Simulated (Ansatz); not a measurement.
Au: relaxation of cell and atoms with RPBE+D3(BJ)

The system is Au.

```
CELL_PARAMETERS angstrom
-1.65727 1.65727 1.65727
1.65727 -1.65727 1.65727
1.65727 1.65727 -1.65727
ATOMIC_POSITIONS crystal
Au 0.00000 0.00000 0.00000
```

This isn't the form of Au at room conditions, which is fcc.

```
Program             : Ansatz 0.2.0
Task                : relaxation of cell and atoms
Functional          : RPBE
Dispersion          : D3(BJ)
Potentials or basis : Ansatz PAW
Cutoff              : 420 eV (not typed: the program's choice for these potentials)
k mesh              : 11 × 11 × 11
Occupations         : fermi-dirac, width 0.05 eV
Spin                : no spin polarisation
```

```yaml
Relaxed_volume: 14.97 Å³/atom
Relaxed_cell: a = 2.689 Å, b = 2.689 Å, c = 2.689 Å, α = 109.47°, β = 109.47°, γ = 109.47°
Space_group_after_relaxing_to_0.05_Å: Im-3m (No. 229)
Energy_gained_by_relaxing: 424.8 meV/atom
Ionic_steps: 6
Pressure_after_relaxing: 0.0 GPa
Band_gap_on_the_k_mesh: none (metal or under the smearing width)
```

Step by step:
| step | energy change (eV) | largest force (eV/Å) | volume (Å³) |
| --- | --- | --- | --- |
| 1 | 0.0000 | 0.0000 | 18.21 |
| 2 | -0.3982 | 0.0000 | 15.67 |
| 3 | -0.4148 | 0.0000 | 14.55 |
| 4 | -0.4262 | 0.0000 | 14.97 |
| 5 | -0.4262 | 0.0000 | 14.97 |
| 6 | -0.4248 | 0.0000 | 14.97 |

Final structure:
```
CELL_PARAMETERS angstrom
-1.55256 1.55256 1.55256
1.55256 -1.55256 1.55256
1.55256 1.55256 -1.55256
ATOMIC_POSITIONS crystal
Au 0.00000 0.00000 0.00000
```

Levels at points of the mesh, in eV from the Fermi level:
```tsv
k point	band 8	band 9	band 10	band 11	band 12	band 13
(0.00, 0.00, 0.00)	-5.55	-3.18	-3.18	16.51	16.51	16.51
```

It took 3.5 s on 2 threads of Arm Neoverse V1, on a shared host, peak memory 0.27 GiB.

Caveat: the volume moved by over 15 % at a fixed basis, so the end points are rough; the plane-wave basis is chosen anew once the cell has moved, so the energies of steps on either side of that aren't comparable; pairwise dispersion overbinds metals, which lowers pressure and volume; the PAW data sets come from PBE, with cores solved anew for the run's functional, which leaves a small shift of forces and pressure. Spin-orbit coupling is left out, which matters for the levels of Au.
